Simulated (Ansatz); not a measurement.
MgF2 (started from an entry of an open crystallographic database), relaxed with r2SCAN: 7 runs in Ansatz, each a construction of maximally localised Wannier functions. It is tetragonal, P4_2/mnm (No. 136); a = 4.622 Å, c = 3.046 Å in the conventional setting, 10.85 Å³ an atom. Mg is surrounded by 6 F at 1.98–1.99 Å; F is surrounded by 3 Mg at 1.98–1.99 Å. The values are computed, spin-unpolarised, and not measurements.

```xyz
6
Lattice="4.6220 0.0000 0.0000 0.0000 4.6220 0.0000 0.0000 0.0000 3.0461" Properties=species:S:1:pos:R:3 pbc="T T T"
Mg    0.0000    0.0000    0.0000
Mg    2.3110    2.3110    1.5231
F     1.4002    1.4002    0.0000
F     0.9108    3.7113    1.5231
F     3.2218    3.2218    0.0000
F     3.7113    0.9108    1.5231
```

Windows count from the top of the filled bands; a dash means that no such window was set (without an outer window there is no disentanglement). Rows marked drawn have settings drawn at random (some not listed).

| functional | SCF mesh | trial orbitals | functions | mesh | window (eV) | frozen (eV) | settings | Ω total (Å²) | Ω invariant (Å²) | largest spread (Å²) | least projectability | interpolation miss of the model's filled bands (eV, to the nearest computed level) |
| --- | --- | --- | --- | --- | --- | --- | --- | --- | --- | --- | --- | --- |
| PBE | 4×4×6 | F s, F p | 16 | 4×4×4 | – | – | chosen | 6.94 | 5.67 | 0.44 | 0.98 | 0.012 |
| PBE | 4×4×6 | F s, F p | 16 | 6×6×8 | – | – | chosen | 7.03 | 5.76 | 0.45 | 0.98 | 0.000 |
| r2SCAN | 4×4×6 | F s, F p | 16 | 4×4×6 | – | – | chosen | 6.85 | 5.59 | 0.43 | 0.98 | 0.001 |
| r2SCAN | 4×4×6 | F p | 12 | 4×4×6 | – | – | chosen | 6.67 | 6.66 | 0.56 | 0.97 | 0.001 |
| PBE | 4×4×6 | Mg s, F p (plain search) | 14 | 4×4×6 | -10.0 to +19.2 | -7.0 to +8.0 | drawn | 10.59 | 10.37 | 2.05 | 0.55 | 0.008 |

Task: Estimate from these rows what the further settings give.
```csv
functional,SCF mesh,trial orbitals,functions,mesh,window (eV),frozen (eV),settings
PBE,4×4×6,"F s, F p",16,4×4×6,–,–,chosen
PBE,4×4×6,F p,12,4×4×6,–,–,chosen
```

Result:
```csv
functional,SCF mesh,trial orbitals,functions,mesh,window (eV),frozen (eV),settings,Ω total (Å²),Ω invariant (Å²),largest spread (Å²),least projectability,"interpolation miss of the model's filled bands (eV, to the nearest computed level)"
PBE,4×4×6,"F s, F p",16,4×4×6,–,–,chosen,6.98,5.71,0.44,0.98,0.002
PBE,4×4×6,F p,12,4×4×6,–,–,chosen,6.81,6.79,0.57,0.97,0.002
```

For F s, F p with PBE the spread goes 6.94 Å² (4×4×4), 6.98 Å² (4×4×6), 7.03 Å² (6×6×8): finite differences on a coarse mesh understate it.
